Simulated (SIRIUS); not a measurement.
# ZnS (Wurtzite-2H) (P6_3mc) in SIRIUS: reference runs, part 3 of 5

SIRIUS 7.12.0.

## 5. Equation of state, PBEsol, 19.21 Å³/atom (volume scaled by 0.98)

Input file sirius.json:

```json
{
  "control": {
    "processing_unit": "cpu",
    "std_evp_solver_name": "lapack",
    "gen_evp_solver_name": "lapack",
    "verbosity": 2,
    "print_forces": false,
    "ortho_rf": true,
    "use_second_variation": true,
    "rmt_max": 3.0,
    "num_bands_to_print": 24,
    "save_wf": true
  },
  "parameters": {
    "electronic_structure_method": "full_potential_lapwlo",
    "xc_functionals": ["XC_GGA_X_PBE_SOL", "XC_GGA_C_PBE_SOL"],
    "core_relativity": "dirac",
    "valence_relativity": "iora",
    "num_fv_states": 43,
    "smearing": "fermi_dirac",
    "smearing_width": 0.0018374661,
    "pw_cutoff": 20,
    "gk_cutoff": 3.91,
    "lmax_apw": 10,
    "lmax_rho": 8,
    "lmax_pot": 8,
    "num_mag_dims": 0,
    "auto_rmt": 0,
    "ngridk": [8, 8, 5],
    "shiftk": [0, 0, 0],
    "num_dft_iter": 80,
    "energy_tol": 1e-07,
    "density_tol": 1e-05,
    "use_symmetry": true
  },
  "settings": {"tol_ne": 1e-10},
  "iterative_solver": {"type": "exact"},
  "mixer": {"type": "anderson", "beta": 0.5, "max_history": 8},
  "unit_cell": {
    "lattice_vectors": [[7.153410937, 0.0, 0.0], [-3.5767054686, 6.1950355952, 0.0], [0.0, 0.0, 11.7014861669]],
    "atom_types": ["S", "Zn"],
    "atom_files": {"S": "S.json", "Zn": "Zn.json"},
    "atoms": {
      "S": [[0.6666666667, 0.3333333333, 0.885], [0.3333333333, 0.6666666667, 0.385]],
      "Zn": [[0.6666666667, 0.3333333333, 0.5], [0.3333333333, 0.6666666667, 0.0]]
    }
  }
}
```

Input file S.json:

```json
{
  "name": "sulphur",
  "symbol": "S",
  "number": 16,
  "mass": 32.065,
  "rmin": 1e-06,
  "rmt": 2.06,
  "nrmt": 800,
  "rinf": 13.52,
  "core": "1s",
  "valence": [
    {"basis": [{"enu": -0.06, "dme": 0, "n": 0, "auto": 0}, {"enu": -0.06, "dme": 1, "n": 0, "auto": 0}]},
    {"l": 0, "n": 1, "basis": [{"enu": -0.0966, "dme": 0, "n": 0, "auto": 0}]},
    {"l": 1, "n": 2, "basis": [{"enu": 0.04, "dme": 0, "n": 0, "auto": 0}]},
    {"l": 2, "n": 3, "basis": [{"enu": 0.04, "dme": 0, "n": 0, "auto": 0}]},
    {"l": 3, "n": 4, "basis": [{"enu": 0.04, "dme": 0, "n": 0, "auto": 0}]}
  ],
  "lo": [
    {
      "l": 0,
      "basis": [{"enu": -0.0966, "dme": 0, "n": 0, "auto": 0}, {"enu": -0.0966, "dme": 1, "n": 0, "auto": 0}]
    },
    {
      "l": 0,
      "basis": [{"enu": -0.0966, "dme": 1, "n": 0, "auto": 0}, {"enu": -0.0966, "dme": 2, "n": 0, "auto": 0}]
    },
    {
      "l": 0,
      "basis": [{"enu": -7.4363, "dme": 0, "n": 2, "auto": 1}, {"enu": -7.4363, "dme": 1, "n": 2, "auto": 1}]
    },
    {
      "l": 0,
      "basis": [{"enu": -0.0966, "dme": 0, "n": 0, "auto": 0}, {"enu": 2.7312, "dme": 0, "n": 0, "auto": 0}]
    },
    {"l": 1, "basis": [{"enu": 0.04, "dme": 0, "n": 0, "auto": 0}, {"enu": 0.04, "dme": 1, "n": 0, "auto": 0}]},
    {
      "l": 1,
      "basis": [{"enu": -5.4482, "dme": 0, "n": 2, "auto": 1}, {"enu": -5.4482, "dme": 1, "n": 2, "auto": 1}]
    },
    {
      "l": 1,
      "basis": [{"enu": -5.4482, "dme": 1, "n": 2, "auto": 1}, {"enu": 0.04, "dme": 0, "n": 0, "auto": 0}]
    },
    {"l": 1, "basis": [{"enu": 0.04, "dme": 0, "n": 0, "auto": 0}, {"enu": 4.3759, "dme": 0, "n": 0, "auto": 0}]},
    {"l": 2, "basis": [{"enu": 0.04, "dme": 0, "n": 0, "auto": 0}, {"enu": 0.04, "dme": 1, "n": 0, "auto": 0}]},
    {"l": 2, "basis": [{"enu": 0.04, "dme": 1, "n": 0, "auto": 0}, {"enu": 0.04, "dme": 2, "n": 0, "auto": 0}]},
    {"l": 2, "basis": [{"enu": 0.04, "dme": 0, "n": 0, "auto": 0}, {"enu": 3.7161, "dme": 0, "n": 0, "auto": 0}]},
    {"l": 3, "basis": [{"enu": 0.04, "dme": 0, "n": 0, "auto": 0}, {"enu": 0.04, "dme": 1, "n": 0, "auto": 0}]}
  ],
  "free_atom": [... radial grid and density of the free atom, the start of the SCF ...]
}
```

Input file Zn.json:

```json
{
  "name": "zinc",
  "symbol": "Zn",
  "number": 30,
  "mass": 65.38,
  "rmin": 1e-06,
  "rmt": 2.15,
  "nrmt": 800,
  "rinf": 14.28,
  "core": "1s2s2p",
  "valence": [
    {"basis": [{"enu": -0.06, "dme": 0, "n": 0, "auto": 0}, {"enu": -0.06, "dme": 1, "n": 0, "auto": 0}]},
    {"l": 0, "n": 1, "basis": [{"enu": 0.04, "dme": 0, "n": 0, "auto": 0}]},
    {"l": 1, "n": 2, "basis": [{"enu": 0.04, "dme": 0, "n": 0, "auto": 0}]},
    {"l": 2, "n": 3, "basis": [{"enu": 0.012, "dme": 0, "n": 0, "auto": 0}]},
    {"l": 3, "n": 4, "basis": [{"enu": 0.04, "dme": 0, "n": 0, "auto": 0}]}
  ],
  "lo": [
    {"l": 0, "basis": [{"enu": 0.04, "dme": 0, "n": 0, "auto": 0}, {"enu": 0.04, "dme": 1, "n": 0, "auto": 0}]},
    {
      "l": 0,
      "basis": [{"enu": -4.4469, "dme": 0, "n": 3, "auto": 1}, {"enu": -4.4469, "dme": 1, "n": 3, "auto": 1}]
    },
    {
      "l": 0,
      "basis": [{"enu": -4.4469, "dme": 1, "n": 3, "auto": 1}, {"enu": 0.04, "dme": 0, "n": 0, "auto": 0}]
    },
    {"l": 0, "basis": [{"enu": 0.04, "dme": 0, "n": 0, "auto": 0}, {"enu": 3.5013, "dme": 0, "n": 0, "auto": 0}]},
    {"l": 1, "basis": [{"enu": 0.04, "dme": 0, "n": 0, "auto": 0}, {"enu": 0.04, "dme": 1, "n": 0, "auto": 0}]},
    {
      "l": 1,
      "basis": [{"enu": -2.7879, "dme": 0, "n": 3, "auto": 1}, {"enu": -2.7879, "dme": 1, "n": 3, "auto": 1}]
    },
    {
      "l": 1,
      "basis": [{"enu": -2.7879, "dme": 1, "n": 3, "auto": 1}, {"enu": 0.04, "dme": 0, "n": 0, "auto": 0}]
    },
    {"l": 1, "basis": [{"enu": 0.04, "dme": 0, "n": 0, "auto": 0}, {"enu": 4.0205, "dme": 0, "n": 0, "auto": 0}]},
    {"l": 2, "basis": [{"enu": 0.012, "dme": 0, "n": 0, "auto": 0}, {"enu": 0.012, "dme": 1, "n": 0, "auto": 0}]},
    {"l": 2, "basis": [{"enu": 0.012, "dme": 1, "n": 0, "auto": 0}, {"enu": 0.012, "dme": 2, "n": 0, "auto": 0}]},
    {
      "l": 2,
      "basis": [{"enu": 0.012, "dme": 0, "n": 0, "auto": 0}, {"enu": 3.3867, "dme": 0, "n": 0, "auto": 0}]
    },
    {"l": 3, "basis": [{"enu": 0.04, "dme": 0, "n": 0, "auto": 0}, {"enu": 0.04, "dme": 1, "n": 0, "auto": 0}]},
    {"l": 3, "basis": [{"enu": 0.04, "dme": 0, "n": 0, "auto": 0}, {"enu": 3.8042, "dme": 0, "n": 0, "auto": 0}]}
  ],
  "free_atom": [... radial grid and density of the free atom, the start of the SCF ...]
}
```

Input file sirius_start.json:

```json
{
  "control": {
    "processing_unit": "cpu",
    "std_evp_solver_name": "lapack",
    "gen_evp_solver_name": "lapack",
    "verbosity": 1,
    "print_forces": false,
    "ortho_rf": true,
    "use_second_variation": true,
    "rmt_max": 3.0,
    "num_bands_to_print": 24,
    "save_wf": false
  },
  "parameters": {
    "electronic_structure_method": "full_potential_lapwlo",
    "xc_functionals": ["XC_LDA_X", "XC_LDA_C_PW"],
    "core_relativity": "dirac",
    "valence_relativity": "iora",
    "num_fv_states": 43,
    "smearing": "fermi_dirac",
    "smearing_width": 0.0055123983,
    "pw_cutoff": 20,
    "gk_cutoff": 3.13,
    "lmax_apw": 10,
    "lmax_rho": 8,
    "lmax_pot": 8,
    "num_mag_dims": 0,
    "auto_rmt": 0,
    "ngridk": [3, 3, 2],
    "shiftk": [0, 0, 0],
    "num_dft_iter": 30,
    "energy_tol": 0.01,
    "density_tol": 0.05,
    "use_symmetry": true
  },
  "settings": {"tol_ne": 1e-10},
  "iterative_solver": {"type": "exact"},
  "mixer": {"type": "anderson", "beta": 0.5, "max_history": 8},
  "unit_cell": {
    "lattice_vectors": [[7.153410937, 0.0, 0.0], [-3.5767054686, 6.1950355952, 0.0], [0.0, 0.0, 11.7014861669]],
    "atom_types": ["S", "Zn"],
    "atom_files": {"S": "S.json", "Zn": "Zn.json"},
    "atoms": {
      "S": [[0.6666666667, 0.3333333333, 0.885], [0.3333333333, 0.6666666667, 0.385]],
      "Zn": [[0.6666666667, 0.3333333333, 0.5], [0.3333333333, 0.6666666667, 0.0]]
    }
  }
}
```

Started as:

```
$ OMP_NUM_THREADS=1 sirius.scf --input=sirius_start.json --output=start.json
$ OMP_NUM_THREADS=1 sirius.scf --input=sirius.json --output=output.json --task=1
```

It took 3.9 min on 1 thread of Arm Neoverse V1, shared host; peak memory 0.72 GiB.

It converged, with:

```yaml
Free_energy: -119367.6218 eV
Band_gap_on_the_k_mesh: 2.20 eV, direct
All_electrons_inside_the_program's_atomic_spheres: Zn 28.47; S 14.15 (radii S 2.06, Zn 2.15 bohr)
```

## 6. Equation of state, PBEsol, 19.99 Å³/atom (volume scaled by 1.02)

Changes to sirius.json since step 5:

```diff
@@ -39,3 +39,3 @@
   "unit_cell": {
-    "lattice_vectors": [[7.153410937, 0.0, 0.0], [-3.5767054686, 6.1950355952, 0.0], [0.0, 0.0, 11.7014861669]],
+    "lattice_vectors": [[7.2494413347, 0.0, 0.0], [-3.6247206674, 6.2782003591, 0.0], [0.0, 0.0, 11.8585718397]],
     "atom_types": ["S", "Zn"],
```

Input file S.json:

```json
{
  "name": "sulphur",
  "symbol": "S",
  "number": 16,
  "mass": 32.065,
  "rmin": 1e-06,
  "rmt": 2.06,
  "nrmt": 800,
  "rinf": 13.52,
  "core": "1s",
  "valence": [
    {"basis": [{"enu": -0.07, "dme": 0, "n": 0, "auto": 0}, {"enu": -0.07, "dme": 1, "n": 0, "auto": 0}]},
    {"l": 0, "n": 1, "basis": [{"enu": -0.1066, "dme": 0, "n": 0, "auto": 0}]},
    {"l": 1, "n": 2, "basis": [{"enu": 0.03, "dme": 0, "n": 0, "auto": 0}]},
    {"l": 2, "n": 3, "basis": [{"enu": 0.03, "dme": 0, "n": 0, "auto": 0}]},
    {"l": 3, "n": 4, "basis": [{"enu": 0.03, "dme": 0, "n": 0, "auto": 0}]}
  ],
  "lo": [
    {
      "l": 0,
      "basis": [{"enu": -0.1066, "dme": 0, "n": 0, "auto": 0}, {"enu": -0.1066, "dme": 1, "n": 0, "auto": 0}]
    },
    {
      "l": 0,
      "basis": [{"enu": -0.1066, "dme": 1, "n": 0, "auto": 0}, {"enu": -0.1066, "dme": 2, "n": 0, "auto": 0}]
    },
    {
      "l": 0,
      "basis": [{"enu": -7.4463, "dme": 0, "n": 2, "auto": 1}, {"enu": -7.4463, "dme": 1, "n": 2, "auto": 1}]
    },
    {
      "l": 0,
      "basis": [{"enu": -0.1066, "dme": 0, "n": 0, "auto": 0}, {"enu": 2.7212, "dme": 0, "n": 0, "auto": 0}]
    },
    {"l": 1, "basis": [{"enu": 0.03, "dme": 0, "n": 0, "auto": 0}, {"enu": 0.03, "dme": 1, "n": 0, "auto": 0}]},
    {
      "l": 1,
      "basis": [{"enu": -5.4582, "dme": 0, "n": 2, "auto": 1}, {"enu": -5.4582, "dme": 1, "n": 2, "auto": 1}]
    },
    {
      "l": 1,
      "basis": [{"enu": -5.4582, "dme": 1, "n": 2, "auto": 1}, {"enu": 0.03, "dme": 0, "n": 0, "auto": 0}]
    },
    {"l": 1, "basis": [{"enu": 0.03, "dme": 0, "n": 0, "auto": 0}, {"enu": 4.3659, "dme": 0, "n": 0, "auto": 0}]},
    {"l": 2, "basis": [{"enu": 0.03, "dme": 0, "n": 0, "auto": 0}, {"enu": 0.03, "dme": 1, "n": 0, "auto": 0}]},
    {"l": 2, "basis": [{"enu": 0.03, "dme": 1, "n": 0, "auto": 0}, {"enu": 0.03, "dme": 2, "n": 0, "auto": 0}]},
    {"l": 2, "basis": [{"enu": 0.03, "dme": 0, "n": 0, "auto": 0}, {"enu": 3.7061, "dme": 0, "n": 0, "auto": 0}]},
    {"l": 3, "basis": [{"enu": 0.03, "dme": 0, "n": 0, "auto": 0}, {"enu": 0.03, "dme": 1, "n": 0, "auto": 0}]}
  ],
  "free_atom": [... radial grid and density of the free atom, the start of the SCF ...]
}
```

Input file Zn.json:

```json
{
  "name": "zinc",
  "symbol": "Zn",
  "number": 30,
  "mass": 65.38,
  "rmin": 1e-06,
  "rmt": 2.15,
  "nrmt": 800,
  "rinf": 14.28,
  "core": "1s2s2p",
  "valence": [
    {"basis": [{"enu": -0.07, "dme": 0, "n": 0, "auto": 0}, {"enu": -0.07, "dme": 1, "n": 0, "auto": 0}]},
    {"l": 0, "n": 1, "basis": [{"enu": 0.03, "dme": 0, "n": 0, "auto": 0}]},
    {"l": 1, "n": 2, "basis": [{"enu": 0.03, "dme": 0, "n": 0, "auto": 0}]},
    {"l": 2, "n": 3, "basis": [{"enu": 0.002, "dme": 0, "n": 0, "auto": 0}]},
    {"l": 3, "n": 4, "basis": [{"enu": 0.03, "dme": 0, "n": 0, "auto": 0}]}
  ],
  "lo": [
    {"l": 0, "basis": [{"enu": 0.03, "dme": 0, "n": 0, "auto": 0}, {"enu": 0.03, "dme": 1, "n": 0, "auto": 0}]},
    {
      "l": 0,
      "basis": [{"enu": -4.4569, "dme": 0, "n": 3, "auto": 1}, {"enu": -4.4569, "dme": 1, "n": 3, "auto": 1}]
    },
    {
      "l": 0,
      "basis": [{"enu": -4.4569, "dme": 1, "n": 3, "auto": 1}, {"enu": 0.03, "dme": 0, "n": 0, "auto": 0}]
    },
    {"l": 0, "basis": [{"enu": 0.03, "dme": 0, "n": 0, "auto": 0}, {"enu": 3.4913, "dme": 0, "n": 0, "auto": 0}]},
    {"l": 1, "basis": [{"enu": 0.03, "dme": 0, "n": 0, "auto": 0}, {"enu": 0.03, "dme": 1, "n": 0, "auto": 0}]},
    {
      "l": 1,
      "basis": [{"enu": -2.7979, "dme": 0, "n": 3, "auto": 1}, {"enu": -2.7979, "dme": 1, "n": 3, "auto": 1}]
    },
    {
      "l": 1,
      "basis": [{"enu": -2.7979, "dme": 1, "n": 3, "auto": 1}, {"enu": 0.03, "dme": 0, "n": 0, "auto": 0}]
    },
    {"l": 1, "basis": [{"enu": 0.03, "dme": 0, "n": 0, "auto": 0}, {"enu": 4.0105, "dme": 0, "n": 0, "auto": 0}]},
    {"l": 2, "basis": [{"enu": 0.002, "dme": 0, "n": 0, "auto": 0}, {"enu": 0.002, "dme": 1, "n": 0, "auto": 0}]},
    {"l": 2, "basis": [{"enu": 0.002, "dme": 1, "n": 0, "auto": 0}, {"enu": 0.002, "dme": 2, "n": 0, "auto": 0}]},
    {
      "l": 2,
      "basis": [{"enu": 0.002, "dme": 0, "n": 0, "auto": 0}, {"enu": 3.3767, "dme": 0, "n": 0, "auto": 0}]
    },
    {"l": 3, "basis": [{"enu": 0.03, "dme": 0, "n": 0, "auto": 0}, {"enu": 0.03, "dme": 1, "n": 0, "auto": 0}]},
    {"l": 3, "basis": [{"enu": 0.03, "dme": 0, "n": 0, "auto": 0}, {"enu": 3.7942, "dme": 0, "n": 0, "auto": 0}]}
  ],
  "free_atom": [... radial grid and density of the free atom, the start of the SCF ...]
}
```

Changes to sirius_start.json since step 5:

```diff
@@ -39,3 +39,3 @@
   "unit_cell": {
-    "lattice_vectors": [[7.153410937, 0.0, 0.0], [-3.5767054686, 6.1950355952, 0.0], [0.0, 0.0, 11.7014861669]],
+    "lattice_vectors": [[7.2494413347, 0.0, 0.0], [-3.6247206674, 6.2782003591, 0.0], [0.0, 0.0, 11.8585718397]],
     "atom_types": ["S", "Zn"],
```

Potentials or basis: all-electron FP-LAPW, apw+lo standard.

Started as:

```
$ OMP_NUM_THREADS=1 sirius.scf --input=sirius_start.json --output=start.json
$ OMP_NUM_THREADS=1 sirius.scf --input=sirius.json --output=output.json --task=1
```

It took 4.2 min on 1 thread of Arm Neoverse V1, shared host; peak memory 0.74 GiB.

The run converged. Its results:

```
Free energy                                       : -119367.5961 eV
Band gap on the k mesh                            : 2.02 eV, direct
All electrons inside the program's atomic spheres : Zn 28.44; S 14.12 (radii S 2.06, Zn 2.15 bohr)
```

[end of part 3 of 5]
